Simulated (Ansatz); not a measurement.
The reference is NaBr in the rock salt structure (space group Fm-3m, No. 225; a = 6.036 Å). Axes: x, y, z lie along the cube axes.

Method: PBE, PAW, 420 eV (Ansatz, an electronic-structure program; without spin-orbit coupling).

Free-standing slabs (2 atom(s) a layer) normal to the z axis with 15 Å of vacuum; in-plane cell held at bulk.

One change was made to it. Results:

The gap character amounts to indirect, M → Γ; the band gap increases by 0.04 eV (4.07 eV → 4.11 eV).

Task: Which change produced these results?
(A) 1 layer
(B) 5 layers
(C) 4 layers

Result: A, 1 layer. For comparison, the band gap in the other runs: 4 layers gives 4.18 eV; 5 layers gives 4.15 eV.

Stability against distortions was not tested. Labels are those of the standard path for the cell's own space group.
